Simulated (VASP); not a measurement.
# SnO in VASP: further runs

The runs below take SnO through single point, with PBE.

Everything below comes from runs of VASP 6.6.1. Logs are shortened: lines on timing, memory, paths and dates and some standing lists are left out, and cuts for length are marked.

## (1) The structure

The cell holds a slab with vacuum, 4 atoms: a = 3.799 Å, b = 3.799 Å, c = 6.736 Å, α = 90.00°, β = 90.00°, γ = 97.68°.

## (2) Single point, PBE

The input, INCAR:

```
PREC = Accurate
ENCUT = 460
EDIFF = 1E-7
ISMEAR = 0
SIGMA = 0.05
LREAL = False
LASPH = True
NELM = 120
ALGO = Normal
ISIF = 2
LWAVE = False
LCHARG = False
LDIPOL = True
IDIPOL = 3
DIPOL = 0.5 0.5 0.500
GGA = PE
NBANDS = 32
LVHAR = True
LVACPOTAV = True
```

The input, KPOINTS:

```
Automatic mesh
0
Gamma
  6 6 1
```

The input, POSCAR:

```
SnO
1.0
    3.7986313300      0.0000000000      0.0000000000
   -0.5079724300      3.7645137800      0.0000000000
    0.0000000000      0.0000000000      6.7355200000
Sn O
2 2
Direct
    0.0000000000      0.0000000000      0.2994096967
    0.4410000000      0.5590000000      0.7055431503
    0.0700000000      0.5700000000      0.4975235765
    0.4300000000      0.9300000000      0.4975235765
```

Potentials or basis: VASP PAW PBE potentials, release 64 (Sn_d, O).

Command:

```bash
$ cat potpaw_PBE.64/Sn_d/POTCAR potpaw_PBE.64/O/POTCAR > POTCAR
$ mpirun -np 1 vasp_std > vasp.out
```

OUTCAR:

```text
PREC = Accurate
   ENCUT = 460
   EDIFF = 1E-7
   ISMEAR = 0
   LREAL = False
   LASPH = True
   NELM = 120
   ISIF = 2
   GGA = PE

 Found     13 irreducible k-points:

 Following reciprocal coordinates:
            Coordinates               Weight
  0.000000  0.000000  0.000000      1.000000
  0.166667  0.000000  0.000000      4.000000
  0.333333  0.000000  0.000000      4.000000
  0.500000  0.000000  0.000000      2.000000
  0.166667  0.166667  0.000000      2.000000
  0.333333  0.166667  0.000000      4.000000
   k-points           NKPTS =     13   k-points in BZ     NKDIM =     13   number of bands    NBANDS=     32
   number of dos      NEDOS =    301   number of ions     NIONS =      4
   total plane-waves  NPLWV =  37632
   dimension x,y,z NGX =    28 NGY =   28 NGZ =   48
   dimension x,y,z NGXF=    56 NGYF=   56 NGZF=   96
   ions per type =               2   2
   NGX,Y,Z   is equivalent  to a cutoff of  12.25, 12.25, 11.85 a.u.
   NGXF,Y,Z  is equivalent  to a cutoff of  24.51, 24.51, 23.69 a.u.
 SYSTEM =  unknown system
   PREC   = accura    normal or accurate (medium, high low for compatibility)
   ISTART =      0    job   : 0-new  1-cont  2-samecut
   ICHARG =      2    charge: 1-file 2-atom 10-const
   ISPIN  =      1    spin polarized calculation?
   LNONCOLLINEAR =      F non collinear calculations
   LSORBIT =      F    spin-orbit coupling
   LASPH  =      T    aspherical Exc in radial PAW
   ENCUT  =  460.0 eV  33.81 Ry    5.81 a.u.   6.64  6.64 11.78*2*pi/ulx,y,z
   NELM   =    120;   NELMIN=  2; NELMDL= -5     # of ELM steps
   EDIFF  = 0.1E-06   stopping-criterion for ELM
   LREAL  =      F    real-space projection
   EDIFFG = 0.1E-05   stopping-criterion for IOM
   NSW    =      0    number of steps for IOM
   IBRION =     -1    ionic relax: 0-MD 1-quasi-New 2-CG
   NFREE  =      0    steps in history (QN), initial steepest desc. (CG)
   ISIF   =      2    stress and relaxation
   ISYM   =      2    0-nonsym 1-usesym 2-fastsym
   POTIM  = 0.5000    time-step for ionic-motion
   TEBEG  =    0.0;   TEEND  =   0.0 temperature during run
   PSTRESS=    0.0 pullay stress
   NELECT =      40.0000    total number of electrons
   NUPDOWN=      -1.0000    fix difference up-down
   EMIN   =  10.00;   EMAX   =-10.00  energy-range for DOS
   EFERMI =   0.00;   METHOD = LEGACY
   ISMEAR =     0;   SIGMA  =   0.05  broadening in eV -4-tet -1-fermi 0-gaus
   EFERMI_NEDOS =   21; number of points for ismear=-14 and -15
   IALGO  =     38    algorithm
   IMIX   =      4    mixing-type and parameters
     AMIX     =   0.40;   BMIX     =  1.00
     AMIX_MAG =   1.60;   BMIX_MAG =  1.00
  volume/ion in A,a.u.               =      24.08       162.50
  Fermi-wavevector in a.u.,A,eV,Ry     =   1.221403  2.308118 20.297527  1.491826
  Thomas-Fermi vector in A             =   2.356587
   LORBIT       =      0    0 simple, 1 ext, 2 COOP (PROOUT), +10 PAW based schemes
   GGA     = PE    functional components
   LHFCALC =     F    Hartree Fock is set to
   AEXX    =    0.0000 exact exchange contribution
   IVDW    =     0    specifies the selected vdW correction
   LEPSILON=     F    determine dielectric tensor
   LRPA    =     F    only Hartree local field effects (RPA)
 non-spin polarized calculation
 Gauss-broadening in eV      SIGMA  =   0.05
  energy-cutoff  :      460.00
  volume of cell :       96.32
 maximum number of plane-waves:      2179
 NGX is ok and might be reduce to    28
   NGX = 13   NGY = 13   NGZ = 23

 number of electron      39.9999999 magnetization

 dipolmoment           0.000000      0.000000     -0.008782 electrons x Angstroem

 Free energy of the ion-electron system (eV)
  ---------------------------------------------------
  ext. energy  EPLUGINS =         0.00000000
  ---------------------------------------------------
  free energy    TOTEN  =       -18.79099033 eV

  energy without entropy =      -18.78849379  energy(sigma->0) =      -18.78974206

 E-fermi :   4.8183     XC(G=0):  -8.5152

 val. band max:        4.7988306816   @ k =  -0.3333   0.3333   0.0000
 cond. band min:       4.9598871729   @ k =   0.5000   0.3333   0.0000
 fundamental gap:      0.1610564912
 Fermi energy:         4.8183218686

 k-point     1 :       0.0000    0.0000    0.0000
  band No.  band energies     occupation
      1     -18.0170      2.00000
      2     -17.6316      2.00000
      3     -17.4404      2.00000
      4     -17.3974      2.00000
      5     -17.3910      2.00000
      6     -17.3897      2.00000
[... 24 lines left out ...]
     31      14.5761      0.00000
     32      16.0872      0.00000

 k-point     2 :       0.1667    0.0000    0.0000
  band No.  band energies     occupation
      1     -18.0376      2.00000
      2     -17.6187      2.00000
      3     -17.4322      2.00000
      4     -17.4002      2.00000
      5     -17.3931      2.00000
      6     -17.3907      2.00000
[... 24 lines left out ...]
     31      15.1853      0.00000
     32      15.6682      0.00000

 k-point     3 :       0.3333    0.0000    0.0000
  band No.  band energies     occupation
      1     -18.0747      2.00000
      2     -17.6009      2.00000
      3     -17.4180      2.00000
      4     -17.4058      2.00000
      5     -17.3969      2.00000
      6     -17.3918      2.00000
[... 24 lines left out ...]
     31      14.7569      0.00000
     32      15.3857      0.00000

 k-point     4 :       0.5000    0.0000    0.0000
  band No.  band energies     occupation
      1     -18.0917      2.00000
      2     -17.5957      2.00000
      3     -17.4134      2.00000
      4     -17.4075      2.00000
      5     -17.3981      2.00000
      6     -17.3916      2.00000
[... 24 lines left out ...]
     31      14.8273      0.00000
     32      15.1731      0.00000

 k-point     5 :       0.1667    0.1667    0.0000
  band No.  band energies     occupation
      1     -18.0590      2.00000
      2     -17.5999      2.00000
      3     -17.4242      2.00000
      4     -17.4044      2.00000
      5     -17.3930      2.00000
      6     -17.3828      2.00000
[... 24 lines left out ...]
     31      15.5767      0.00000
     32      16.2556      0.00000

 k-point     6 :       0.3333    0.1667    0.0000
  band No.  band energies     occupation
      1     -18.0923      2.00000
      2     -17.5891      2.00000
      3     -17.4116      2.00000
      4     -17.4085      2.00000
      5     -17.3971      2.00000
      6     -17.3870      2.00000
[... 24 lines left out ...]
     31      15.4400      0.00000
     32      16.0574      0.00000

 [... further k-points ...]

------------------------ aborting loop because EDIFF is reached ----------------------------------------

  FORCE on cell =-STRESS in cart. coord.  units (eV):
  Direction    XX          YY          ZZ          XY          YZ          ZX
  --------------------------------------------------------------------------------------
  -------------------------------------------------------------------------------------
  Total        6.5482188      8.6462586     -1.1753813      7.7741421     -2.7615103      3.1591581
  in kB      108.9247568    143.8240905    -19.5515949    129.3170796    -45.9356721     52.5502486
  external PRESSURE =      77.7324175 kB  Pullay stress =       0.0000000 kB

 VOLUME and BASIS-vectors are now :
 -----------------------------------------------------------------------------
  energy-cutoff  :      460.00
  volume of cell :       96.32
      direct lattice vectors                 reciprocal lattice vectors
     3.798631330  0.000000000  0.000000000     0.263252712  0.035522548  0.000000000
    -0.507972430  3.764513780  0.000000000     0.000000000  0.265638555  0.000000000
     0.000000000  0.000000000  6.735520000     0.000000000  0.000000000  0.148466637

 POSITION                                       TOTAL-FORCE (eV/Angst)
 -----------------------------------------------------------------------------------
      0.00000      0.00000      2.01668        -0.740594      0.647373      1.105991
      1.39124      2.10436      4.75220         1.649384     -1.441769      0.951278
     -0.02364      2.14577      3.35108        -6.433946     -6.443408     -1.028635
      1.16100      3.50100      3.35108         5.525156      7.237805     -1.028635
 -----------------------------------------------------------------------------------
    total drift:                                0.000483     -0.000422     -0.030890

  FREE ENERGIE OF THE ION-ELECTRON SYSTEM (eV)
  ---------------------------------------------------
  free  energy   TOTEN  =       -18.7909903260 eV

  energy  without entropy=      -18.7884937867  energy(sigma->0) =      -18.78974206
```

Wall time 15 s (1 thread of Intel Xeon 6975P-C (Granite Rapids), shared host); peak memory 0.19 GiB.

The run converged, but some of its settings lie outside the range that counts as converged, so its numbers aren't taken as properties of the slab.

Results:

| Property | Result |
| --- | --- |
| Free energy | -18.7910 eV |
| Largest force | 9.164 eV/Å |
| Band gap on the k mesh | none (metal or under the smearing width) |

Caveat: the cutoff is under 1.25 times the usual one of these potentials, so pressure, stress and relaxed cells hold a basis-set (Pulay) error.

## (3) Single point, PBE

This run uses another cell than the first one, of 38.38 Å³/atom, 1.594 times its volume.

INCAR is that of step 2.

The input, KPOINTS:

```
Automatic mesh
0
Gamma
  5 5 1
```

The input, POSCAR:

```
SnO
1.0
    3.7986313300      0.0000000000      0.0000000000
   -0.5079724300      3.7645137800      0.0000000000
    0.0000000000      0.0000000000     10.7355200000
Sn O
2 2
Direct
    0.0000000000      0.0000000000      0.3741486207
    0.4410000000      0.5590000000      0.6289588208
    0.0700000000      0.5700000000      0.4984462793
    0.4300000000      0.9300000000      0.4984462793
```

Potentials or basis: VASP PAW PBE potentials, release 64 (Sn_d, O).

Command:

```bash
$ cat potpaw_PBE.64/Sn_d/POTCAR potpaw_PBE.64/O/POTCAR > POTCAR
$ mpirun -np 1 vasp_std > vasp.out
```

OUTCAR:

```text
PREC = Accurate
   ENCUT = 460
   EDIFF = 1E-7
   ISMEAR = 0
   LREAL = False
   LASPH = True
   NELM = 120
   ISIF = 2
   GGA = PE

 Found      9 irreducible k-points:

 Following reciprocal coordinates:
            Coordinates               Weight
  0.000000  0.000000  0.000000      1.000000
  0.200000 -0.000000  0.000000      4.000000
  0.400000 -0.000000  0.000000      4.000000
  0.200000  0.200000  0.000000      2.000000
  0.400000  0.200000  0.000000      4.000000
 -0.400000  0.200000  0.000000      4.000000
   k-points           NKPTS =      9   k-points in BZ     NKDIM =      9   number of bands    NBANDS=     32
   number of dos      NEDOS =    301   number of ions     NIONS =      4
   total plane-waves  NPLWV =  62720
   dimension x,y,z NGX =    28 NGY =   28 NGZ =   80
   dimension x,y,z NGXF=    56 NGYF=   56 NGZF=  160
   ions per type =               2   2
   NGX,Y,Z   is equivalent  to a cutoff of  12.25, 12.25, 12.39 a.u.
   NGXF,Y,Z  is equivalent  to a cutoff of  24.51, 24.51, 24.78 a.u.
 SYSTEM =  unknown system
   PREC   = accura    normal or accurate (medium, high low for compatibility)
   ISTART =      0    job   : 0-new  1-cont  2-samecut
   ICHARG =      2    charge: 1-file 2-atom 10-const
   ISPIN  =      1    spin polarized calculation?
   LNONCOLLINEAR =      F non collinear calculations
   LSORBIT =      F    spin-orbit coupling
   LASPH  =      T    aspherical Exc in radial PAW
   ENCUT  =  460.0 eV  33.81 Ry    5.81 a.u.   6.64  6.64 18.77*2*pi/ulx,y,z
   NELM   =    120;   NELMIN=  2; NELMDL= -5     # of ELM steps
   EDIFF  = 0.1E-06   stopping-criterion for ELM
   LREAL  =      F    real-space projection
   EDIFFG = 0.1E-05   stopping-criterion for IOM
   NSW    =      0    number of steps for IOM
   IBRION =     -1    ionic relax: 0-MD 1-quasi-New 2-CG
   NFREE  =      0    steps in history (QN), initial steepest desc. (CG)
   ISIF   =      2    stress and relaxation
   ISYM   =      2    0-nonsym 1-usesym 2-fastsym
   POTIM  = 0.5000    time-step for ionic-motion
   TEBEG  =    0.0;   TEEND  =   0.0 temperature during run
   PSTRESS=    0.0 pullay stress
   NELECT =      40.0000    total number of electrons
   NUPDOWN=      -1.0000    fix difference up-down
   EMIN   =  10.00;   EMAX   =-10.00  energy-range for DOS
   EFERMI =   0.00;   METHOD = LEGACY
   ISMEAR =     0;   SIGMA  =   0.05  broadening in eV -4-tet -1-fermi 0-gaus
   EFERMI_NEDOS =   21; number of points for ismear=-14 and -15
   IALGO  =     38    algorithm
   IMIX   =      4    mixing-type and parameters
     AMIX     =   0.40;   BMIX     =  1.00
     AMIX_MAG =   1.60;   BMIX_MAG =  1.00
  volume/ion in A,a.u.               =      38.38       259.00
  Fermi-wavevector in a.u.,A,eV,Ry     =   1.045623  1.975941 14.875623  1.093327
  Thomas-Fermi vector in A             =   2.180427
   LORBIT       =      0    0 simple, 1 ext, 2 COOP (PROOUT), +10 PAW based schemes
   GGA     = PE    functional components
   LHFCALC =     F    Hartree Fock is set to
   AEXX    =    0.0000 exact exchange contribution
   IVDW    =     0    specifies the selected vdW correction
   LEPSILON=     F    determine dielectric tensor
   LRPA    =     F    only Hartree local field effects (RPA)
 non-spin polarized calculation
 Gauss-broadening in eV      SIGMA  =   0.05
  energy-cutoff  :      460.00
  volume of cell :      153.52
 maximum number of plane-waves:      3459
   NGX = 13   NGY = 13   NGZ = 37

 dipolmoment           0.000000      0.000000     -0.000147 electrons x Angstroem

 number of electron      39.9999996 magnetization

 dipolmoment           0.000000      0.000000      0.001878 electrons x Angstroem

 Free energy of the ion-electron system (eV)
  ---------------------------------------------------
  ext. energy  EPLUGINS =         0.00000000
  ---------------------------------------------------
  free energy    TOTEN  =       -18.74456238 eV

  energy without entropy =      -18.74453707  energy(sigma->0) =      -18.74454972

 E-fermi :   2.1353     XC(G=0):  -5.9667

 val. band max:        2.0211714870   @ k =  -0.2000   0.2000   0.0000
 cond. band min:       2.2565116402   @ k =   0.4000   0.2000   0.0000
 fundamental gap:      0.2353401532
 Fermi energy:         2.1353224122

 k-point     1 :       0.0000    0.0000    0.0000
  band No.  band energies     occupation
      1     -20.8967      2.00000
      2     -20.5561      2.00000
      3     -20.3756      2.00000
      4     -20.3442      2.00000
      5     -20.3206      2.00000
      6     -20.3160      2.00000
[... 199 lines left out ...]
     31       9.5876      0.00000
     32       9.8430      0.00000

 [... further k-points ...]

------------------------ aborting loop because EDIFF is reached ----------------------------------------

  FORCE on cell =-STRESS in cart. coord.  units (eV):
  Direction    XX          YY          ZZ          XY          YZ          ZX
  --------------------------------------------------------------------------------------
  -------------------------------------------------------------------------------------
  Total        6.5381504      8.8051867     -1.2413061      8.4003469     -2.7786653      3.1787825
  in kB       68.2348699     91.8946079    -12.9547890     87.6695309    -28.9993119     33.1751021
  external PRESSURE =      49.0582296 kB  Pullay stress =       0.0000000 kB

 VOLUME and BASIS-vectors are now :
 -----------------------------------------------------------------------------
  energy-cutoff  :      460.00
  volume of cell :      153.52
      direct lattice vectors                 reciprocal lattice vectors
     3.798631330  0.000000000  0.000000000     0.263252712  0.035522548  0.000000000
    -0.507972430  3.764513780  0.000000000     0.000000000  0.265638555  0.000000000
     0.000000000  0.000000000 10.735520000     0.000000000  0.000000000  0.093148725

 POSITION                                       TOTAL-FORCE (eV/Angst)
 -----------------------------------------------------------------------------------
      0.00000      0.00000      4.01668        -0.721976      0.631098      1.469477
      1.39124      2.10436      6.75220         1.581673     -1.382582      0.676022
     -0.02364      2.14577      5.35108        -6.626724     -6.713483     -1.072749
      1.16100      3.50100      5.35108         5.767026      7.464967     -1.072749
 -----------------------------------------------------------------------------------
    total drift:                                0.000647     -0.000565      0.001710

  FREE ENERGIE OF THE ION-ELECTRON SYSTEM (eV)
  ---------------------------------------------------
  free  energy   TOTEN  =       -18.7445623805 eV

  energy  without entropy=      -18.7445370687  energy(sigma->0) =      -18.74454972
```

OSZICAR:

```text
N       E                     dE             d eps       ncg     rms          rms(c)
DAV:   1     0.415627629063E+03    0.41563E+03   -0.18347E+04   624   0.132E+03
DAV:   2     0.469220117371E+02   -0.36871E+03   -0.35107E+03   624   0.434E+02
DAV:   3    -0.208197310581E+02   -0.67742E+02   -0.66484E+02   704   0.158E+02
[... 11 lines left out ...]
DAV:  15    -0.187445576118E+02    0.54093E-05   -0.11076E-04   656   0.663E-02    0.630E-03
DAV:  16    -0.187445609724E+02   -0.33606E-05   -0.15212E-05   656   0.236E-02    0.404E-03
DAV:  17    -0.187445620082E+02   -0.10358E-05   -0.27529E-06   688   0.989E-03    0.160E-03
DAV:  18    -0.187445623376E+02   -0.32935E-06   -0.38330E-07   640   0.372E-03    0.115E-03
DAV:  19    -0.187445623805E+02   -0.42907E-07   -0.12959E-07   480   0.299E-03
   1 F= -.18744562E+02 E0= -.18744550E+02  d E =-.253118E-04
```

It took 24 s on 1 thread of Intel Xeon 6975P-C (Granite Rapids), shared host; peak memory 0.24 GiB.

These settings aren't checked as converged: the numbers below hold their error.

Results:

```
Free energy            : -18.7446 eV
Largest force          : 9.494 eV/Å
Band gap on the k mesh : 0.24 eV, indirect (least direct gap 0.38 eV)
```

Caveat: the cutoff is under 1.25 times the usual one of these potentials, so pressure, stress and relaxed cells hold a basis-set (Pulay) error; spin-orbit coupling is left out, which moves the levels of the heavy elements.
